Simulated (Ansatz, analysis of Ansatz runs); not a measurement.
**Reproducing a measured migration barrier: interstitial H in hcp Zr, hop from a tetrahedral to the next octahedral site**

Subject: interstitial H in hcp Zr, hop from a tetrahedral to the next octahedral site. Wanted: its migration barrier, in one set-up (PBE, 36-site cell, PBE lattice, 420 eV, k: 3x3x3 Gamma-centred, zero-point energy of the moving atom added). The model is a cell of 36 host atoms with 1 H put in. The barrier is the energy of the highest image of a climbing band over the relaxed site that the atom leaves.

Measured beforehand: Migration barrier: 0.427 eV, by diffusion measurements (T > 250 K); average of cited values (quoted in “Explainable Machine Learning for Hydrogen Diffusion in Metals and Random Binary Alloys”, 2023, G. M. Lu et al., quoting earlier work (1960)).

Program: Ansatz 0.2.0. Level of theory: plane-wave PAW DFT, PBE; relaxation of all atoms of a defect supercell. Results are calculated unless marked as measured.

Most raw output is cut from this account.

## Step 1: Starting point

The cell holds 37 atoms: 36 Zr and 1 H. Cell: a = 9.702 Å, b = 9.702 Å, c = 10.336 Å, α = 90.0°, β = 90.0°, γ = 120.0°. It derives from Zr (space group P6_3/mmc). Nearest the centre at fractional (0.444, 0.556, 0.438): H37 at 0.00 Å, Zr19 at 1.94 Å, Zr22 at 1.98 Å, Zr6 at 1.98 Å, Zr18 at 1.98 Å, Zr17 at 3.23 Å, Zr23 at 3.77 Å, Zr7 at 3.77 Å.

The host's primitive cell comes from a first run (plane-wave PAW DFT, PBE; relaxation of the host's cell and atoms): vectors of 3.234, 3.234 and 5.168 Å. That is 23.41 Å³ an atom, 0.5 % over the diffraction cell's volume. The supercell is built on it.

## Step 2: Relaxation, charge 0

A barrier counts from a true minimum, so both ends of the jump are relaxed first.

Contents of start/input.yaml:

```yaml
relax:
  f_tol: 0.02
  max_steps: 80
  escape_saddle: false
crystal:
  lattice:
    - [9.70246385, 0.0, 0.0]
    - [-4.85123193, 8.40258017, 0.0]
    - [0.0, 0.0, 10.33576951]
  atoms:
    - { symbol: Zr, position: [0.111111111, 0.222222222, 0.125] }
    - { symbol: Zr, position: [0.222222222, 0.111111111, 0.375] }
    - { symbol: Zr, position: [0.111111111, 0.222222222, 0.625] }
    - { symbol: Zr, position: [0.222222222, 0.111111111, 0.875] }
    - { symbol: Zr, position: [0.111111111, 0.555555556, 0.125] }
    - { symbol: Zr, position: [0.222222222, 0.444444444, 0.375] }
    - { symbol: Zr, position: [0.111111111, 0.555555556, 0.625] }
    - { symbol: Zr, position: [0.222222222, 0.444444444, 0.875] }
[... 25 atom lines left out ...]
    - { symbol: Zr, position: [0.888888889, 0.777777778, 0.375] }
    - { symbol: Zr, position: [0.777777778, 0.888888889, 0.625] }
    - { symbol: Zr, position: [0.888888889, 0.777777778, 0.875] }
    - { symbol: H, position: [0.444444001, 0.555555999, 0.4375] }
basis:
  ecutwfc: 420
  xc_grid: 2
hamiltonian:
  xc: pbe
kpoints:
  mp_grid: { grid: [3, 3, 3] }
scf:
  occupations: { method: methfessel_paxton, width: 0.1 }
  max_iter: 120
output:
  forces: true
checkpoint:
  write: "../start.run"
  compress: false
  write_wavefunctions: true
  write_every: 100000
```

Started as:

```bash
$ ansatz run input.yaml --threads 4 --pin off --max-ram 14131MiB --backend cpu --events-out ev --progress --plain --runs-dir out
```

Run time: 4.2 min. Hardware: 4 threads of Arm Neoverse V2, shared host; peak memory 5 GiB.

The steps of the relaxation:

```
step  energy less that of the first step (eV)  largest force component (eV/Å)
   1                                   0.0000                          1.1219
   2                                   0.0446                          1.1887
   3                                  -0.1016                          0.0514
   4                                  -0.1027                          0.0326
   5                                  -0.1030                          0.0103
```

Relaxation step 2 was tried and not accepted.

Forces are held to the 6 operations that the run works with; a distortion that breaks them can't arise in this run.

The atoms that moved most (Å):

```csv
atom,dx,dy,dz,length
Zr19,0.000,0.000,0.079,0.079
Zr22,0.000,0.036,-0.037,0.052
Zr6,-0.031,-0.018,-0.037,0.052
Zr18,0.031,-0.018,-0.037,0.052
Zr17,0.000,0.000,-0.039,0.039
Zr25,0.000,0.000,0.038,0.038
Zr8,-0.020,-0.011,0.006,0.024
Zr24,0.000,0.023,0.006,0.024
```

Neighbours of H37 at the end:

| atom | distance (Å) |
| --- | --- |
| Zr6 | 2.017 |
| Zr18 | 2.017 |
| Zr22 | 2.017 |
| Zr19 | 2.033 |
| Zr17 | 3.252 |
| Zr7 | 3.785 |
| Zr31 | 3.785 |
| Zr35 | 3.785 |
| Zr15 | 3.785 |
| Zr3 | 3.785 |
| Zr23 | 3.785 |
| Zr2 | 3.796 |
| Zr34 | 3.796 |
| Zr10 | 3.796 |

Numbers from this step:

| Property | Result |
| --- | --- |
| free energy | -150634.5262 eV |
| smearing term TS | -0.01857 eV |

The other runs of this kind differ in structure, charge or spin alone:

| run | outcome | energy less the first (eV) | moment (μB) | time |
| --- | --- | --- | --- | --- |
| relaxation, charge 0 | converged | 0.0000 | 0.00 | 4.2 min |
| relaxation, charge 0 | converged | 0.0772 | 0.00 | 99 s |

The relaxation ends 2.8 meV an atom lower, with a largest force component of 0.010 eV/Å.

## Step 3: Nudged elastic band

A band of images joins the two ends; its highest image climbs to the saddle, whose energy over the site left is the barrier.

This step: plane-wave PAW DFT, PBE; nudged elastic band between two relaxed defect structures at fixed charge.

Contents of neb/input.yaml:

```yaml
crystal:
  lattice:
    - [9.70246385, 0.0, 0.0]
    - [-4.85123193, 8.40258017, 0.0]
    - [0.0, 0.0, 10.33576951]
  atoms:
    - { symbol: Zr, position: [0.110546722, 0.221176504, 0.124718497] }
    - { symbol: Zr, position: [0.221751775, 0.110170217, 0.374351705] }
    - { symbol: Zr, position: [0.110264827, 0.222598003, 0.62577724] }
    - { symbol: Zr, position: [0.222616208, 0.111899082, 0.873981282] }
    - { symbol: Zr, position: [0.110546722, 0.556036885, 0.124718497] }
    - { symbol: Zr, position: [0.217931131, 0.442298899, 0.371429623] }
    - { symbol: Zr, position: [0.110264827, 0.55433349, 0.62577724] }
    - { symbol: Zr, position: [0.219490667, 0.443078667, 0.875574399] }
    - { symbol: Zr, position: [0.111111111, 0.888888889, 0.123759179] }
    - { symbol: Zr, position: [0.221751775, 0.778248225, 0.374351705] }
    - { symbol: Zr, position: [0.111111111, 0.888888889, 0.624247199] }
    - { symbol: Zr, position: [0.222616208, 0.777383792, 0.873981282] }
    - { symbol: Zr, position: [0.443963115, 0.221176504, 0.124718497] }
    - { symbol: Zr, position: [0.555124993, 0.11089583, 0.375779585] }
    - { symbol: Zr, position: [0.44566651, 0.222598003, 0.62577724] }
    - { symbol: Zr, position: [0.555774333, 0.1112205, 0.876074748] }
    - { symbol: Zr, position: [0.444444444, 0.555555556, 0.121263609] }
    - { symbol: Zr, position: [0.557701101, 0.442298899, 0.371429623] }
    - { symbol: Zr, position: [0.444444444, 0.555555556, 0.63259556] }
    - { symbol: Zr, position: [0.556921333, 0.443078667, 0.875574399] }
    - { symbol: Zr, position: [0.443963115, 0.889453278, 0.124718497] }
    - { symbol: Zr, position: [0.557701101, 0.782068869, 0.371429623] }
    - { symbol: Zr, position: [0.44566651, 0.889735173, 0.62577724] }
    - { symbol: Zr, position: [0.556921333, 0.780509333, 0.875574399] }
    - { symbol: Zr, position: [0.777777778, 0.222222222, 0.128654681] }
    - { symbol: Zr, position: [0.88910417, 0.11089583, 0.375779585] }
    - { symbol: Zr, position: [0.777777778, 0.222222222, 0.626537309] }
    - { symbol: Zr, position: [0.8887795, 0.1112205, 0.876074748] }
    - { symbol: Zr, position: [0.778823496, 0.556036885, 0.124718497] }
    - { symbol: Zr, position: [0.88910417, 0.444875007, 0.375779585] }
    - { symbol: Zr, position: [0.777401997, 0.55433349, 0.62577724] }
    - { symbol: Zr, position: [0.8887795, 0.444225667, 0.876074748] }
    - { symbol: Zr, position: [0.778823496, 0.889453278, 0.124718497] }
    - { symbol: Zr, position: [0.889829783, 0.778248225, 0.374351705] }
    - { symbol: Zr, position: [0.777401997, 0.889735173, 0.62577724] }
    - { symbol: Zr, position: [0.888100918, 0.777383792, 0.873981282] }
    - { symbol: H, position: [0.444444444, 0.555555556, 0.435894016] }
basis:
  ecutwfc: 420
  xc_grid: 2
hamiltonian:
  xc: pbe
kpoints:
  mp_grid: { grid: [3, 3, 3] }
scf:
  occupations: { method: methfessel_paxton, width: 0.1 }
  max_iter: 120
output:
  forces: true
neb:
  images: 3
  f_tol: 0.04
  climbing: true
  initial_path: idpp
  max_iterations: 45
  order_check: false
  final_atoms:
    - { symbol: Zr, position: [0.111781834, 0.22264639, 0.125765919] }
    - { symbol: Zr, position: [0.220268917, 0.107204501, 0.375490777] }
    - { symbol: Zr, position: [0.107145297, 0.220328122, 0.625522497] }
[... 2 atom lines left out ...]
    - { symbol: Zr, position: [0.220268917, 0.446575362, 0.375490777] }
    - { symbol: Zr, position: [0.110793659, 0.556050621, 0.625759816] }
[... 7 atom lines left out ...]
    - { symbol: Zr, position: [0.446516158, 0.220328122, 0.625522497] }
[... 1 atom line left out ...]
    - { symbol: Zr, position: [0.44419789, 0.555062446, 0.125765919] }
    - { symbol: Zr, position: [0.559639778, 0.446575362, 0.375490777] }
    - { symbol: Zr, position: [0.446516158, 0.559698983, 0.625522497] }
[... 2 atom lines left out ...]
    - { symbol: Zr, position: [0.555991416, 0.7786495, 0.375253458] }
    - { symbol: Zr, position: [0.445037025, 0.889273986, 0.62649654] }
[... 7 atom lines left out ...]
    - { symbol: Zr, position: [0.778590295, 0.556050621, 0.625759816] }
[... 3 atom lines left out ...]
    - { symbol: Zr, position: [0.777570294, 0.889273986, 0.62649654] }
[... 1 atom line left out ...]
    - { symbol: H, position: [0.333392538, 0.333451742, 0.500506637] }
```

The job ended after 62 min (4 threads; peak memory 9.6 GiB).

The path, image by image:

| image | path (Å) | energy (eV) | H37: x, y, z (Å) |
| --- | --- | --- | --- |
| 0 | 0.000 | 0.0000 | 1.617, 4.668, 4.505 |
| 1 | 0.483 | 0.2284 | 1.616, 4.260, 4.704 |
| 2 | 0.967 | 0.4262 | 1.615, 3.823, 4.886 |
| 3 | 1.511 | 0.2549 | 1.610, 3.320, 5.082 |
| 4 | 2.054 | 0.0772 | 1.617, 2.802, 5.173 |

Read from the output:

- free energy: -150634.1000 eV
- smearing term TS: -0.01078 eV
- barrier forward: 0.4262 eV
- barrier backward: 0.3490 eV

## Step 4: Vibrations of the moving atom at the low point

A light atom carries zero-point energy, which differs between site and saddle; its three modes are computed at both, leaving out the unstable one.

This step: plane-wave PAW DFT, PBE; finite-displacement force constants of the moving atom alone.

Contents of modes_low/input.yaml:

```yaml
crystal:
  lattice:
    - [9.70246385, 0.0, 0.0]
    - [-4.85123193, 8.40258017, 0.0]
    - [0.0, 0.0, 10.33576951]
  atoms:
    - { symbol: Zr, position: [0.110546722, 0.221176504, 0.124718497] }
    - { symbol: Zr, position: [0.221751775, 0.110170217, 0.374351705] }
    - { symbol: Zr, position: [0.110264827, 0.222598003, 0.62577724] }
[... 2 atom lines left out ...]
    - { symbol: Zr, position: [0.217931131, 0.442298899, 0.371429623] }
    - { symbol: Zr, position: [0.110264827, 0.55433349, 0.62577724] }
[... 7 atom lines left out ...]
    - { symbol: Zr, position: [0.44566651, 0.222598003, 0.62577724] }
[... 1 atom line left out ...]
    - { symbol: Zr, position: [0.444444444, 0.555555556, 0.121263609] }
    - { symbol: Zr, position: [0.557701101, 0.442298899, 0.371429623] }
    - { symbol: Zr, position: [0.444444444, 0.555555556, 0.63259556] }
[... 2 atom lines left out ...]
    - { symbol: Zr, position: [0.5577011, 0.782068869, 0.371429623] }
    - { symbol: Zr, position: [0.445666509, 0.889735173, 0.62577724] }
[... 7 atom lines left out ...]
    - { symbol: Zr, position: [0.777401997, 0.55433349, 0.62577724] }
[... 3 atom lines left out ...]
    - { symbol: Zr, position: [0.777401996, 0.889735173, 0.62577724] }
[... 1 atom line left out ...]
    - { symbol: H, position: [0.444444444, 0.555555556, 0.435894016] }
basis:
  ecutwfc: 420
  xc_grid: 2
hamiltonian:
  xc: pbe
kpoints:
  mp_grid: { grid: [3, 3, 3] }
scf:
  occupations: { method: methfessel_paxton, width: 0.1 }
  max_iter: 120
output: {}
phonons:
  supercell: [1, 1, 1]
  displaced_sites: [36]
  amplitude: 0.03
```

Wall time 8.6 min (4 threads); peak memory 4.9 GiB.

This step gave:

```
free energy                : -150634.5262 eV
smearing term TS           : -0.01857 eV
frequencies of moving atom : 1125, 1235, 1235 cm⁻¹ (negative: imaginary)
```

## Step 5: Vibrations of the moving atom at the top point

This step: plane-wave PAW DFT, PBE; finite-displacement force constants of the moving atom alone.

Contents of modes_top/input.yaml:

```yaml
crystal:
  lattice:
    - [9.70246385, 0.0, 0.0]
    - [-4.85123193, 8.40258017, 0.0]
    - [0.0, 0.0, 10.33576951]
  atoms:
    - { symbol: Zr, position: [0.112539755, 0.223625759, 0.125700305] }
    - { symbol: Zr, position: [0.216452796, 0.099362972, 0.372617608] }
[... 3 atom lines left out ...]
    - { symbol: Zr, position: [0.218591092, 0.441207657, 0.371742207] }
    - { symbol: Zr, position: [0.110180646, 0.553198624, 0.625184541] }
[... 2 atom lines left out ...]
    - { symbol: Zr, position: [0.221099721, 0.774144076, 0.373903897] }
[... 6 atom lines left out ...]
    - { symbol: Zr, position: [0.445127393, 0.556987467, 0.125218607] }
    - { symbol: Zr, position: [0.555378711, 0.440860393, 0.371757123] }
    - { symbol: Zr, position: [0.45038065, 0.567393379, 0.634772411] }
[... 2 atom lines left out ...]
    - { symbol: Zr, position: [0.556766773, 0.780102841, 0.371152809] }
    - { symbol: Zr, position: [0.446513958, 0.889806095, 0.626131129] }
[... 7 atom lines left out ...]
    - { symbol: Zr, position: [0.776349766, 0.553177507, 0.625052821] }
[... 2 atom lines left out ...]
    - { symbol: Zr, position: [0.886223269, 0.774275433, 0.373932552] }
    - { symbol: Zr, position: [0.776802687, 0.889916243, 0.626228804] }
[... 1 atom line left out ...]
    - { symbol: H, position: [0.393984143, 0.45499739, 0.472732027] }
basis:
  ecutwfc: 420
  xc_grid: 2
hamiltonian:
  xc: pbe
kpoints:
  mp_grid: { grid: [3, 3, 3] }
scf:
  occupations: { method: methfessel_paxton, width: 0.1 }
  max_iter: 120
output: {}
phonons:
  supercell: [1, 1, 1]
  displaced_sites: [36]
  amplitude: 0.03
```

It took 34 min on 4 threads; peak memory 5.8 GiB; 2.3 h of CPU time.

This step gave:

| Item | Value |
| --- | --- |
| free energy | -150634.1000 eV |
| smearing term TS | -0.01078 eV |
| frequencies of moving atom | -581.6, 1447, 1543 cm⁻¹ (negative: imaginary) |

## Step 6: Results

```
migration barrier (saddle less minimum)                         : 0.39 eV
energy difference of the two ends                               : 0.08 eV
length of the hop                                               : 1.98 Å
change of the moving atom's zero-point energy, saddle less site : -0.04 eV
time of the whole chain                                         : 1.8 h on 4 threads
```

**Reading.** Migration barrier: computed 0.39 eV, measured 0.427 eV; 0.04 eV below the measurement. Zero-point energy changes the barrier by -0.04 eV. The measured number is an Arrhenius activation energy of long-range diffusion; for H it holds zero-point energy, and trapping at vacancies and dislocations can raise it. One hop between neighbouring sites is computed at the host's lattice.

[Logs are printed without paths, hosts, clocks, repeated set-up lines and the standing remarks that a program may print on its own settings, such as how far it seeks lower states.]

[Hosts, paths, dates, database ids (printed as entryN), source tags and the programs' standing remarks are cut or masked in the printed files.]

[For some hosts the program warned that the k-mesh of the response run may be too coarse for force constants and the static dielectric constant; such warnings are not shown here.]
